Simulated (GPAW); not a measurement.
# WS2 in GPAW: band structure with r2SCAN

Aim: the band structure of WS2 with r2SCAN.

Program: GPAW 26.7.0. These are calculated values, not measurements. Logs are shortened: lines on timing, memory, paths and dates and some standing lists are left out, and cuts for length are marked. The log counts tension as positive stress, the text compression.

## (1) The structure

The cell holds a slab with vacuum, 3 atoms: a = 3.184 Å, b = 3.184 Å, c = 16.951 Å, α = 90.00°, β = 90.00°, γ = 120.00°.

## (2) Band structure, r2SCAN

run.py reads:

```python
from ase import Atoms
from ase.dft.bandgap import bandgap
from ase.io import write
from ase.units import GPa
from gpaw import GPAW, PW

atoms = Atoms(['W', 'S', 'S'],
              cell=[[3.1835163552, 0.0, 0.0],
                    [-1.5917581776, 2.7570060369, 0.0],
                    [0.0, 0.0, 16.95057789]],
              scaled_positions=[[0.0, 0.0, 0.0],
                                [0.3333333333, 0.6666666667, 0.09200051],
                                [0.3333333333, 0.6666666667, 0.90799949]],
              pbc=True)

calc = GPAW(mode=PW(600),
            xc='MGGA_X_R2SCAN+MGGA_C_R2SCAN',
            kpts={'size': (8, 8, 2), 'gamma': True},
            occupations={'name': 'fermi-dirac', 'width': 0.05},
            nbands=25,
            convergence={'density': 1e-05, 'energy': 1e-05},
            maxiter=150,
            txt='gpaw.txt')
atoms.calc = calc
energy = atoms.get_potential_energy()
forces = atoms.get_forces()
stress = atoms.get_stress()
calc.write('gs.gpw')
write('result.traj', atoms)
print(f'Energy: {energy:.6f} eV')
print('Forces (eV/A):')
print(forces.round(4))
print('Stress (GPa):', (stress / GPa).round(3))
print('Fermi level:', round(calc.get_fermi_level(), 4), 'eV')
print(f'Gap: {bandgap(calc)[0]:.4f} eV, direct: {bandgap(calc, direct=True)[0]:.4f} eV')

path = atoms.cell.bandpath('GMKGALHA,LM,KH', npoints=80, eps=1e-4)
bs_calc = calc.fixed_density(kpts=path, symmetry='off', nbands=48,
                             convergence={'bands': 'CBM+6.0', 'eigenstates': 1e-6}, txt='bands.txt')
bs = bs_calc.band_structure()
bs.write('bs.json')
print(f'Gap on the path: {bandgap(bs_calc)[0]:.4f} eV')
```

Potentials or basis: GPAW PAW data sets (gpaw-data 1.2.1), pw.

Run with:

```sh
$ OMP_NUM_THREADS=1 python run.py
```

gpaw.txt:

```text
__  _  _
 | _ |_)|_||  |
 |__||  | ||/\| - 26.7.0

Input parameters:
  mode=PW(ecut=600.0),
  convergence={'density': 1e-05, 'energy': 1e-05},
  kpts=MonkhorstPack(size=(8, 8, 2), gamma=True),
  maxiter=150,
  nbands=25,
  occupations=Occupations(name='fermi-dirac', width=0.05),
  xc=XC(name='MGGA_X_R2SCAN+MGGA_C_R2SCAN')

Diagonalizing LCAO Hamiltonian
Converting LCAO to pw mode

         S

         S

       W

Atoms  # Å, Bohr magnetons
|   | symbol |         x |        y |         z |    initial magnetic moments |
|---|--------|-----------|----------|-----------|-----------------------------|
| 0 |      W |  0.000000 | 0.000000 |  0.000000 | ( 0.0000,  0.0000,  0.0000) |
| 1 |      S | -0.000000 | 1.838004 |  1.559462 | ( 0.0000,  0.0000,  0.0000) |
| 2 |      S | -0.000000 | 1.838004 | 15.391116 | ( 0.0000,  0.0000,  0.0000) |

Unit cell  # Å
| periodic |         x |        y |         z |   lengths |     angles |
|----------|-----------|----------|-----------|-----------|------------|
|      yes |  3.183516 | 0.000000 |  0.000000 |  3.183516 |  90.000000 |
|      yes | -1.591758 | 2.757006 |  0.000000 |  3.183516 |  90.000000 |
|      yes |  0.000000 | 0.000000 | 16.950578 | 16.950578 | 120.000000 |

Number of symmetries: 12
Symmetry operations  # r_c * U_cc + t_c -> r_c
|    | kind |            matrix            |
|----|------|------------------------------|
|  0 |  σ   |  1, 1, 0,  0,-1, 0,  0, 0, 1 |
|  1 |  C2  |  1, 1, 0,  0,-1, 0,  0, 0,-1 |
|  2 |  E   |  1, 0, 0,  0, 1, 0,  0, 0, 1 |
|  3 |  σ   |  1, 0, 0,  0, 1, 0,  0, 0,-1 |
|  4 |  C3  |  0, 1, 0, -1,-1, 0,  0, 0, 1 |
|  5 |  S3  |  0, 1, 0, -1,-1, 0,  0, 0,-1 |
|  6 |  σ   |  0,-1, 0, -1, 0, 0,  0, 0, 1 |
|  7 |  C2  |  0,-1, 0, -1, 0, 0,  0, 0,-1 |
|  8 |  σ   | -1, 0, 0,  1, 1, 0,  0, 0, 1 |
|  9 |  C2  | -1, 0, 0,  1, 1, 0,  0, 0,-1 |
| 10 |  C3  | -1,-1, 0,  1, 0, 0,  0, 0, 1 |
| 11 |  S3  | -1,-1, 0,  1, 0, 0,  0, 0,-1 |

BZ-sampling:
  Number of BZ points: 128
  Number of IBZ points: 20

  Monkhorst-Pack size: [8, 8, 2]
  Monkhorst-Pack shift: [0.0625, 0.0625, 0.25]

K-points  # in reciprocal-cell coordinates
|     |                                coordinates |     weight |
|-----|--------------------------------------------|------------|
|   0 | (  0.00000000,   0.00000000,   0.00000000) | 0.00781250 |
|   1 | (  0.00000000,   0.00000000,   0.50000000) | 0.00781250 |
|   2 | (  0.12500000,   0.00000000,   0.00000000) | 0.04687500 |
|   3 | (  0.12500000,   0.00000000,   0.50000000) | 0.04687500 |
|   4 | (  0.25000000,  -0.12500000,   0.00000000) | 0.04687500 |
|   5 | (  0.25000000,  -0.12500000,   0.50000000) | 0.04687500 |
|   6 | (  0.25000000,   0.00000000,   0.00000000) | 0.04687500 |
|   7 | (  0.25000000,   0.00000000,   0.50000000) | 0.04687500 |
|   8 | (  0.37500000,  -0.12500000,   0.00000000) | 0.09375000 |
|   9 | (  0.37500000,  -0.12500000,   0.50000000) | 0.09375000 |
| ... |                                            |            |
|  19 | (  0.50000000,   0.50000000,   0.50000000) | 0.02343750 |

Plane wave coefficients: 4997
Cutoff: 600.0 eV

Spin-components: 1 (collinear spins)
Bands:           25
Projectors:      16
Spin-degeneracy: 2
Datatype:        complex128

Parallelization:
  kpt:    1
  domain: 1
  band:   1

Density:
  Valence electrons: 26.0
  Components: 1
  Grid points: [18 18 96]
  Charge: 0.0  # |e|

Potential:
  Grid points: [18 18 96]

species:
  W:
    name:    Tungsten
    Z:       74.0
    valence: 14
    core:    60
    charge:  0.0  # [|e|]
    compensation charges:
      type: gauss
      rc: 0.40  # [Å]
      lmax: 2
    cutoffs:
      filter: 2.36  # [Å]
      core: 3.02  # [Å]
    projectors
    | kind |    occ | energy [eV] | rcut [Å] |
    |------|--------|-------------|----------|
    |   5s |  2.000 |     -78.830 |    1.344 |
    |   6s |  2.000 |      -5.697 |    1.344 |
    |   5p |  6.000 |     -43.233 |    1.355 |
    |   6p |  0.000 |      -1.367 |    1.355 |
    |   5d |  4.000 |      -4.494 |    1.228 |
    |    d |        |      22.717 |    1.228 |

    Using partial waves for W as LCAO basis

  S:
    name:    Sulfur
    Z:       16.0
    valence: 6
    core:    10
    charge:  0.0  # [|e|]
    compensation charges:
      type: gauss
      rc: 0.24  # [Å]
      lmax: 2
    cutoffs:
      filter: 1.77  # [Å]
      core: 1.66  # [Å]
    projectors
    | kind |    occ | energy [eV] | rcut [Å] |
    |------|--------|-------------|----------|
    |   3s |  2.000 |     -17.254 |    0.974 |
    |   3p |  4.000 |      -7.008 |    0.979 |
    |    s |        |       9.957 |    0.974 |
    |    p |        |      20.203 |    0.979 |
    |    d |        |       0.000 |    0.900 |

    Using partial waves for S as LCAO basis

Reference energy: -460486.911450  # eV

eigensolver:
  PPCG
  Converge bands: occupied
  niter=2

density mixing:
  MSR1-Mixer
  Pratt-step length: 0.05
  Maximum mixing coefficient: 0.75
  Old densities: 10
  SVD Regularization: 0.005
  Good broyden scale: 1.0
  Trust region scale: 1.0
  Backstep threshold: 4.0
  History deletion threshold: 6.0
  Fourier metric: weight=20.0, sigma=0.015

occupation numbers:
  Fermi-Dirac:
    width: 0.0500  # eV

poisson solver:
  ecut: 4800.0  # eV

xc functional:
  name: MGGA_X_R2SCAN+MGGA_C_R2SCAN with 2 nearest neighbor stencil

convergence criteria:
[... 6 lines left out ...]
|iter     | |      energy | eigst |  dens |
|---------|-|-------------|-------|-------|
|iter:   1| |  -49.638529 | +0.23 |       |
|iter:   2| |  -43.815811 | -1.20 | -1.19 |
|iter:   3| |  -43.804546 | -1.51 | -1.22 |
|iter:   4| |  -43.761326 | -2.04 | -1.45 |
|iter:   5| |  -43.750039 | -2.76 | -1.68 |
|iter:   6| |  -43.750838 | -2.96 | -1.92 |
|iter:   7| |  -43.751329 | -3.78 | -2.76 |
|iter:   8| |  -43.751374 | -4.62 | -3.19 |
|iter:   9| |  -43.751374c| -5.26 | -4.01 |
|iter:  10| |  -43.751375c| -5.79 | -4.58 |
|iter:  11| |  -43.751375c| -6.26 | -5.17c|
|iter:  12| |  -43.751375c| -6.76 | -5.89c|
|iter:  13| |  -43.751375c| -7.15 | -6.35c|
|iter:  14| |  -43.751375c| -7.51c| -6.96c|

Converged in 14 steps
Energy contributions relative to reference atoms: (reference = -460486.911450)

Energy contributions:
  Kinetic:          16.006315
  Coulomb:         -17.820680
  Zero:             -0.061911
  External:          0.000000
  Xc:              -41.875099
  Entropy:          -0.000000
  Spinorbit:         0.000000
  ----------------------------
  Free energy:     -43.751375
  Extrapolated:    -43.751375

dipole moment: (-9.323037, -8.276514, -62.984318)  # |e|*Ang

Fermi level: 0.186
Eigenvalues  # (at kpt = [0.000, 0.000, 0.000])
| band index |      eig [eV] | occ [0-2] |
|------------|---------------|-----------|
|          0 |       -76.728 |     2.000 |
|        ... |               |           |
|          5 |       -14.682 |     2.000 |
|          6 |        -7.523 |     2.000 |
|          7 |        -3.998 |     2.000 |
|          8 |        -3.998 |     2.000 |
|          9 |        -3.138 |     2.000 |
|         10 |        -2.712 |     2.000 |
[... 8 lines left out ...]
|         19 |         5.250 |     0.000 |
|         20 |         6.289 |     0.000 |
|        ... |               |           |
|         24 |        10.106 |     0.000 |

Gap: 2.158 eV
Transition (v -> c):
  (s=0, k=1, n=12, [0.00, 0.00, 0.50]) -> (s=0, k=13, n=13, [0.38, 0.38, 0.50])
Direct/indirect transitions are different
Direct gap: 2.385 eV
Transition at: (s=0, k=13, n=12, [0.38, 0.38, 0.50])

Forces  # eV/Ang
|        x |        y |        z |
|----------|----------|----------|
| -0.00000 |  0.00000 |  0.00000 |  # W    0
| -0.00000 | -0.00000 | -0.02493 |  # S    1
| -0.00000 | -0.00000 |  0.02493 |  # S    2

Stress tensor  # eV/Ang^3
|        x |        y |        z |
|----------|----------|----------|
| 0.000505 | 0.000000 | 0.000000 |
| 0.000000 | 0.000505 | 0.000000 |
| 0.000000 | 0.000000 | 0.000730 |

# Writing to gs.gpw (mode='')
```

Wall time 10 min (1 thread of Arm Neoverse V2, shared host); peak memory 0.79 GiB.

Results:

```yaml
Free_energy: -43.7514 eV
Largest_force: 0.025 eV/Å
Band_gap_on_the_k_mesh: 2.16 eV, indirect (least direct gap 2.39 eV)
Band_gap_along_the_path: 1.88 eV, indirect (least direct gap 1.92 eV)
```

Forces on the atoms (eV/Å):
```
W    0.000  0.000  0.000
S    0.000  0.000 -0.025
S    0.000  0.000  0.025
```

Levels at the corners of the path, in eV from the valence-band top:
| point | band 9 | band 10 | band 11 | band 12 | band 13 | band 14 | band 15 | band 16 | band 17 | band 18 |
| --- | --- | --- | --- | --- | --- | --- | --- | --- | --- | --- |
| Γ | -3.08 | -2.22 | -1.79 | -1.79 | 0.00 | 3.07 | 3.07 | 3.22 | 3.22 | 5.58 |
| M | -4.63 | -3.64 | -2.25 | -1.45 | -0.98 | 2.97 | 3.43 | 4.40 | 4.99 | 5.54 |
| K | -4.69 | -4.10 | -3.42 | -2.51 | -0.04 | 1.88 | 3.60 | 4.28 | 5.88 | 7.16 |
| Γ | -3.08 | -2.22 | -1.79 | -1.79 | 0.00 | 3.07 | 3.07 | 3.22 | 3.22 | 5.58 |
| A | -3.08 | -2.22 | -1.79 | -1.79 | 0.00 | 3.07 | 3.07 | 3.22 | 3.22 | 5.65 |
| L | -4.63 | -3.64 | -2.25 | -1.45 | -0.98 | 2.97 | 3.43 | 4.40 | 4.99 | 5.54 |
| H | -4.69 | -4.10 | -3.42 | -2.51 | -0.04 | 1.88 | 3.60 | 4.28 | 5.88 | 7.16 |
| A | -3.08 | -2.22 | -1.79 | -1.79 | 0.00 | 3.07 | 3.07 | 3.22 | 3.22 | 5.65 |
| L | -4.63 | -3.64 | -2.25 | -1.45 | -0.98 | 2.97 | 3.43 | 4.40 | 4.99 | 5.54 |
| M | -4.63 | -3.64 | -2.25 | -1.45 | -0.98 | 2.97 | 3.43 | 4.40 | 4.99 | 5.54 |
| K | -4.69 | -4.10 | -3.42 | -2.51 | -0.04 | 1.88 | 3.60 | 4.28 | 5.88 | 7.16 |
| H | -4.69 | -4.10 | -3.42 | -2.51 | -0.04 | 1.88 | 3.60 | 4.28 | 5.88 | 7.16 |

Caveat: the PAW data sets were made with another functional, which shifts forces and pressure a little; spin-orbit coupling is left out, which moves the levels of the heavy elements.
